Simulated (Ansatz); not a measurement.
## MoS$_{2}$: from supercell energies to defect levels (S vacancy)

Method: DFT PBE, scalar-relativistic, plane waves, PAW (Ansatz 0.2.0). Run with 420 eV cutoff, 2×2×2 k-mesh, shifted by half a step, Gaussian smearing of 0.01 eV, collinear spin in charge +1, -1 alone.

Host crystal, relaxed:

```xyz
3
Lattice="1.5926 0.9195 7.4383 -1.5926 0.9195 7.4383 0.0000 -1.8390 7.4383" Properties=species:S:1:pos:R:3 pbc="T T T"
Mo    0.0000    0.0000   22.3100
S     0.0000    0.0000    8.9959
S     0.0000    0.0000    5.8708
```

The S vacancy was set at (0.403, 0.403, 0.403) of the host cell, in a supercell of 39 sites (850 Å³), relaxed at fixed cell in each charge q. The host's Kohn–Sham gap is 1.45 eV and its static dielectric constant 9.7 (mean). For each charge: the supercell's free energy over the neutral one with q electrons exchanged at the valence band top, F(q) − F(0) + qE_v; the image-charge term; and the term that aligns the potential far from the defect with the host's.

| q | F(q) − F(0) + qE_v (eV) | image charge (eV) | alignment (eV) |
| --- | --- | --- | --- |
| +2 | 0.930 | 1.029 | -0.908 |
| +1 | 0.374 | 0.257 | -0.332 |
| 0 | 0.000 | 0.000 | 0.000 |
| -1 | 0.757 | 0.257 | 0.174 |

Q: Add the terms and find the levels between neighbouring charges, ε(q/q′) = [A(q′) − A(q)]/(q − q′), with and without the two corrections.

A: A(q): 1.051 eV for +2, 0.298 eV for +1, 0.000 eV for 0, 1.188 eV for -1.
| level | corrected (eV over E_v) | uncorrected (eV) |
| --- | --- | --- |
| (+2/+1) | -0.75 | -0.56 |
| (+1/0) | -0.30 | -0.37 |
| (0/-1) | 1.19 | 0.76 |

As a check, a point charge in a simple cubic cell of this volume has q²αe²/(2εL) = 0.223 q² eV (e² = 14.40 eV Å, α = 2.837, L = 9.47 Å); the shape of the real cell and the anisotropy of ε can change it somewhat. The term grows as q², so it pushes donor levels down and acceptor levels up. The program doubts the alignment for q = +2, +1, -1, so levels beside it are uncertain by about that term.

Q: Which of these charges is lowest with the Fermi level at the valence band top, at mid-gap and at the conduction band bottom?

A: The line A(q) + qE_F that lies lowest gives the charge: 0 at E_F = 0.00 eV, 0 at E_F = 0.73 eV, -1 at E_F = 1.45 eV. (+2/+1) and (+1/0) fall outside this Kohn–Sham gap, so the change of charge isn't reached within it; the real gap is usually wider and may hold a localised level, while a level that comes from a carrier in the host's bands only marks the band edge and moves with it. In charge +1, -1 the cell has partly filled levels, from a carrier spread over the host's bands, a defect level that the small cell broadens into a band, or a degenerate defect level that the symmetric start can't split, so the levels beside it are doubtful. In charge +2 the extra carrier sits in the host's bands, sampled away from their edge; a term of -1.05 eV would put the level beside it at that edge (it also undoes corrections that don't apply to a spread carrier) and isn't included above. In charge +1 the extra carrier sits in the host's bands, sampled away from their edge; a term of -0.30 eV would put the level beside it at that edge (it also undoes corrections that don't apply to a spread carrier) and isn't included above. Charges beyond those computed could lie lower near the band edges.

Q: The neutral defect forms at 2.68 eV with atoms taken from and returned to the elements. What are the formation energies at those three Fermi levels, and what share of sites would hold the defect at 1200 K with E_F at mid-gap, if the host still stood at that temperature?

A: E_f = E_f(0) + A(q) + qE_F = 2.68, 2.68, 2.42 eV. In the dilute limit the share is exp(−E_f/k_BT) = exp(−2.684/0.1034) = 5.4×10⁻¹², leaving out degeneracy and vibrational entropy. This is the S-rich limit; a poorer supply of S lowers E_f, in a binary host by up to its heat of formation per S atom. The small cell and the narrow Kohn–Sham gap leave errors of tenths of an eV or more, which change the share by orders of magnitude.

Among the charges computed, the sulfur vacancy is neutral at the valence band top and at mid-gap, and the results give no support to the common idea that it is the donor behind n-type MoS₂. Removing a sulfur atom leaves three neighbouring Mo atoms with unsaturated 4d orbitals. Their two leftover electrons fill a symmetric combination near the valence band, while a degenerate pair higher in the gap stays empty. This favours electron capture over donation, in keeping with the negative charge found at the conduction band bottom, though the acceptor level's depth remains tentative.

The host's layer repeat, 7.4383 Å along the stacking axis, is well beyond that of real bulk MoS₂, probably because PBE lacks the dispersion attraction that holds the layers together. The Mo–S bonding around the vacancy should suffer little, but weaker coupling between sulfur p orbitals of adjacent layers probably widens the gap, partly masking PBE's usual underestimate. The position of the acceptor level relative to the conduction band therefore can't be carried over directly to the compact crystal.
